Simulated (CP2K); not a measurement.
Wanted: the native input for a CP2K 2026.2 run.

```
Task                     : relaxation of cell and atoms
Functional               : PBE
Potentials or basis      : POTENTIAL_UZH In GTH-PBE-q13, P GTH-PBE-q5; DZVP-MOLOPT-PBE-GTH basis
Density cutoff           : 6123 eV
k mesh                   : 6 × 6 × 6
Occupations              : fermi-dirac, width 0.05 eV
Spin                     : no spin polarisation
Target pressure          : 5 GPa
SCF solver               : diagonalisation with k points
Quickstep method         : GPW
EPS_DEFAULT              : 1.0E-9
EPS_SCF                  : 1.0E-6
MAX_SCF                  : 100
SCF_GUESS                : ATOMIC
Mesh centred on Gamma    : yes
CHOLESKY                 : OFF
EPS_EIGVAL               : 1.0E-7
MIXING METHOD            : BROYDEN_MIXING
MIXING ALPHA             : 0.4
NBUFFER                  : 8
NGRIDS                   : 4
EXTRAPOLATION            : USE_PREV_P
Basis sets               : In DZVP-MOLOPT-PBE-GTH-q13, P DZVP-MOLOPT-PBE-GTH-q5
Potentials               : In GTH-PBE-q13 of POTENTIAL_UZH, P GTH-PBE-q5 of POTENTIAL_UZH
ADDED_MOS                : [10]
Optimiser                : BFGS
Most steps               : 40
KEEP_SPACE_GROUP         : yes
Force threshold (eV/A)   : 0.03 eV/Å
PRESSURE_TOLERANCE (bar) : 200 bar
Target pressure (GPa)    : 5 GPa
REL_CUTOFF (Ry)          : 60 Ry
MIXING BETA (1/bohr)     : 1.5 1/bohr
CUTOFF of the grids      : 450 Ry
```

Crystal: InP.

```
In P
1.0
     4.14435    0.00000    0.00000
     2.07218    3.58911    0.00000
     2.07218    1.19637    3.38385
In P
1 1
Direct
  0.00000 0.00000 0.00000
  0.75000 0.75000 0.75000
```

One way to write it, as run:

inp_vcrelax.inp

```
&GLOBAL
  PROJECT inp_vcrelax
  RUN_TYPE CELL_OPT
  PRINT_LEVEL LOW
&END GLOBAL
&FORCE_EVAL
  METHOD QS
  STRESS_TENSOR ANALYTICAL
  &DFT
    BASIS_SET_FILE_NAME BASIS_MOLOPT_UZH
    POTENTIAL_FILE_NAME POTENTIAL_UZH
    &MGRID
      CUTOFF 450
      REL_CUTOFF 60
      NGRIDS 4
    &END MGRID
    &QS
      METHOD GPW
      EPS_DEFAULT 1.0E-9
      EXTRAPOLATION USE_PREV_P
    &END QS
    &KPOINTS
      SCHEME MONKHORST-PACK 6 6 6
      GAMMA_CENTERED T
    &END KPOINTS
    &SCF
      SCF_GUESS ATOMIC
      EPS_SCF 1.0E-6
      MAX_SCF 100
      ADDED_MOS 10
      CHOLESKY OFF
      EPS_EIGVAL 1.0E-7
      &DIAGONALIZATION ON
        ALGORITHM STANDARD
      &END DIAGONALIZATION
      &MIXING ON
        METHOD BROYDEN_MIXING
        ALPHA 0.4
        BETA 1.5
        NBUFFER 8
      &END MIXING
      &SMEAR ON
        METHOD FERMI_DIRAC
        ELECTRONIC_TEMPERATURE [K] 580.226
      &END SMEAR
    &END SCF
    &XC
      &XC_FUNCTIONAL PBE
      &END XC_FUNCTIONAL
    &END XC
    &PRINT
      &KPOINTS ON
      &END KPOINTS
      &MULLIKEN ON
        &EACH
          CELL_OPT 0
        &END EACH
        ADD_LAST NUMERIC
      &END MULLIKEN
      &MO ON
        ENERGIES T
        OCCUPATION_NUMBERS T
        &EACH
          QS_SCF 0
          CELL_OPT 0
        &END EACH
        ADD_LAST NUMERIC
      &END MO
      &LOWDIN ON
        &EACH
          CELL_OPT 0
        &END EACH
        ADD_LAST NUMERIC
      &END LOWDIN
      &HIRSHFELD ON
        SHAPE_FUNCTION DENSITY
        &EACH
          CELL_OPT 0
        &END EACH
        ADD_LAST NUMERIC
      &END HIRSHFELD
    &END PRINT
  &END DFT
  &SUBSYS
    &CELL
      ABC 4.1443528445 4.1443528445 4.1443528445
      ALPHA_BETA_GAMMA 59.9999999996 59.9999999995 59.9999999995
      PERIODIC XYZ
    &END CELL
    &COORD
      In  0.0000000000 0.0000000000 0.0000000000
      P   6.2165292668 3.5891148456 2.5378874458
    &END COORD
    &KIND In
      BASIS_SET DZVP-MOLOPT-PBE-GTH-q13
      POTENTIAL GTH-PBE-q13
    &END KIND
    &KIND P
      BASIS_SET DZVP-MOLOPT-PBE-GTH-q5
      POTENTIAL GTH-PBE-q5
    &END KIND
    &PRINT
      &ATOMIC_COORDINATES ON
      &END ATOMIC_COORDINATES
      &CELL ON
      &END CELL
    &END PRINT
  &END SUBSYS
  &PRINT
    &FORCES ON
    &END FORCES
    &STRESS_TENSOR ON
    &END STRESS_TENSOR
  &END PRINT
&END FORCE_EVAL
&MOTION
  &CELL_OPT
    OPTIMIZER BFGS
    MAX_ITER 40
    MAX_FORCE [eV*angstrom^-1] 0.03
    RMS_FORCE [eV*angstrom^-1] 0.03
    MAX_DR 1.0E-2
    RMS_DR 1.0E-2
    EXTERNAL_PRESSURE [bar] 50000.0
    PRESSURE_TOLERANCE [bar] 200
    KEEP_SPACE_GROUP T
  &END CELL_OPT
  &PRINT
    &TRAJECTORY ON
    &END TRAJECTORY
    &CELL ON
    &END CELL
    &FORCES ON
    &END FORCES
    &STRESS ON
    &END STRESS
    &RESTART OFF
    &END RESTART
    &RESTART_HISTORY OFF
    &END RESTART_HISTORY
  &END PRINT
&END MOTION
```

Potentials or basis: POTENTIAL_UZH In GTH-PBE-q13, P GTH-PBE-q5; DZVP-MOLOPT-PBE-GTH basis.

Command:

```console
$ OMP_NUM_THREADS=1 cp2k.psmp -i inp_vcrelax.inp -o inp_vcrelax.out
```

Results of the run:

```json
{
 "Relaxed volume": "24.86 Å³/atom",
 "Relaxed cell": "a = 4.131 Å, b = 4.131 Å, c = 4.131 Å, α = 59.86°, β = 59.89°, γ = 59.89°",
 "Space group after relaxing (to 0.05 Å)": "F-43m (No. 216)",
 "Energy change on relaxing (the enthalpy is what falls)": "+8.8 meV/atom",
 "Ionic steps": "5",
 "Pressure after relaxing": "5.0 GPa",
 "Band gap on the k mesh": "0.77 eV, direct",
 "Mulliken charges": "In +0.28; P -0.28 e",
 "Hirshfeld charges": "In +0.23; P -0.23 e"
}
```

Caveat: Mulliken charges move with the basis; spin-orbit coupling is left out, which moves the levels of the heavy elements; the basis of atomic orbitals isn't converged, which shifts pressures, moduli and gaps; the real-space grid breaks the cell's symmetry a little.

Wall time 3.1 min on 1 thread of Arm Neoverse N1, with other jobs on the host, peak memory 0.3 GiB.
